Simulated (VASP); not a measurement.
WSe2: relaxation of the atoms with PBE

Slab: WSe2, a slab with vacuum.

```xyz
3
Lattice="3.3179 0.0000 0.0000 -1.6589 2.8733 0.0000 0.0000 0.0000 21.3252" Properties=species:S:1:pos:R:3 pbc="T T T"
W     1.6589    0.9578   10.6631
Se    0.0000    1.9156   12.3252
Se    0.0000    1.9156    9.0000
```

- Program: VASP 6.6.1
- Task: relaxation of the atoms
- Functional: PBE
- Potentials or basis: VASP PAW PBE potentials, release 64 (W_sv, Se)
- Cutoff: 520 eV
- k mesh: 12 × 12 × 1
- Occupations: gaussian, width 0.05 eV
- Spin: no spin polarisation
- Dipole correction: yes
- Further INCAR settings: ALGO = Fast; EDIFF = 1e-07; IBRION = 2; EDIFFG = -0.003; NSW = 100

The energy gained by relaxing is 2.1 meV/atom, the ionic steps are 7 and the band gap on the k mesh is 1.56 eV, direct.

Step by step:
```
step  energy change (eV)  largest force (eV/Å)  pressure (GPa)
   1              0.0000                0.3407            0.56
   2             -0.0061                0.0605            0.13
   3             -0.0063                0.0218            0.05
   4             -0.0063                0.0211            0.06
   5             -0.0063                0.0231            0.06
   6             -0.0063                0.0051            0.06
   7             -0.0063                0.0006            0.05
```

Final structure:
```cif
data_structure
_symmetry_space_group_name_H-M 'P 1'
_symmetry_Int_Tables_number 1
_cell_length_a 3.3179
_cell_length_b 3.3179
_cell_length_c 21.3252
_cell_angle_alpha 90.000
_cell_angle_beta 90.000
_cell_angle_gamma 120.000
_cell_volume 203.30
loop_
_atom_site_label
_atom_site_type_symbol
_atom_site_fract_x
_atom_site_fract_y
_atom_site_fract_z
_atom_site_occupancy
W1 W 0.66667 0.33333 0.50001 1
Se1 Se 0.33333 0.66667 0.57887 1
Se2 Se 0.33333 0.66667 0.42115 1
```

Levels at points of the mesh, in eV from the valence-band top:
| k point | band 11 | band 12 | band 13 | band 14 | band 15 | band 16 |
| --- | --- | --- | --- | --- | --- | --- |
| (0.00, 0.00, 0.00) | -1.22 | -1.22 | -0.34 | 2.90 | 2.90 | 3.06 |
| (0.50, 0.00, 0.00) | -2.13 | -0.98 | -0.94 | 2.36 | 2.72 | 3.67 |

It took 7.3 min on 1 thread of Intel(R) Xeon(R) Platinum 8488C (Sapphire Rapids), with other jobs on the host, peak memory 0.4 GiB.

Caveat: spin-orbit coupling is left out, which moves the levels of the heavy elements.
